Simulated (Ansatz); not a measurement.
Working through cell relaxations under several functionals of W, space group Fm-3m

Program: Ansatz 0.2.0, Python API.

At the Python prompt:
```pycon
>>> import ansatz as az
>>> from ase import Atoms
>>> import numpy as np
>>> def edges_and_angles(cell):
...     cell = np.asarray(cell)
...     a, b, c = np.linalg.norm(cell, axis=1)
...     cosines = cell[1] @ cell[2] / (b * c), cell[0] @ cell[2] / (a * c), cell[0] @ cell[1] / (a * b)
...     return (a, b, c, *np.degrees(np.arccos(cosines)))
...
>>> atoms = Atoms(
...     ["W"],
...     scaled_positions=[
...         (0.0, 0.0, 0.0),
...     ],
...     cell=[
...         (0.0, 2.03, 2.03),
...         (2.03, 0.0, 2.03),
...         (2.03, 2.03, 0.0),
...     ],
...     pbc=True,
... )
>>> xtal = az.Crystal.from_ase(atoms)
>>> [site.symbol for site in xtal.resolved().sites]
['W']
>>> base = (
...     xtal.calculation()
...     .basis(16 * az.Ha)
...     .kpoints(13, center="gamma")
...     .occupations("cold", width=0.05)
...     .relax(cell=True, force_tolerance=0.01, max_steps=100)
... )
>>> levels = [("lda", "none"), ("r2scan", "rvv10"), ("rpbe", "none")]
>>> print("level            a       b       c    alpha   beta  gamma  V/atom  steps")
level            a       b       c    alpha   beta  gamma  V/atom  steps
>>> for name, dispersion in levels:
...     seen = []
...     run = base.functional(name, dispersion=dispersion).session().plan()
...     outcome = run.execute(on_event=lambda e: seen.append(e) if e["event"] == "relax_step" else None)
...     cell = outcome.lattice.cell_ang
...     label = name if dispersion == "none" else f"{name}+{dispersion}"
...     print("{:13s} {:7.4f} {:7.4f} {:7.4f} {:6.2f} {:6.2f} {:6.2f}".format(label, *edges_and_angles(cell)), f"{abs(np.linalg.det(cell)) / len(outcome.lattice.sites):7.3f} {len(seen):5d}")
...
lda            2.8097  2.8097  2.8097  60.00  60.00  60.00  15.684     6
DeckWarning: basis.ecutwfc = 435.382179935808 eV is below the records' recommended 500 eV, and the density's cutoff is lower with it unless basis.ecutrho_ratio is high enough to keep the records' density cutoff: compare with a run at a higher cutoff
r2scan+rvv10   2.8331  2.8331  2.8331  60.00  60.00  60.00  16.080     6
rpbe           2.8674  2.8674  2.8674  60.00  60.00  60.00  16.671     4
```

From smallest to largest: LDA (15.68 Å³ an atom, -6.3 % against the start), r2SCAN+RVV10 (16.08 Å³ an atom, -3.9 % against the start) and RPBE (16.67 Å³ an atom, -0.4 % against the start). The spread is 6.3 % in volume.

The cutoff lies under the one recommended for these potentials in some of the runs. Dispersion corrections can be off by several per cent in the lattices of metals, and by several GPa in the pressure at a fixed cell. For a metal this k-point mesh is coarse: on a finer one energies can move by several to tens of meV an atom and pressures by half a GPa or more, differences at one mesh by less. Edges and angles are those of the cell as typed, here a primitive one, not of the conventional cell. Spin-orbit coupling, which matters for elements this heavy, is left out. This isn't the structure that W takes at ambient conditions. Warnings are shown shortened and without file and line. Finished in 23 s on 1 thread of Intel(R) Xeon(R) Processor @ 2.30GHz (shared host), peak memory 0.58 GiB.
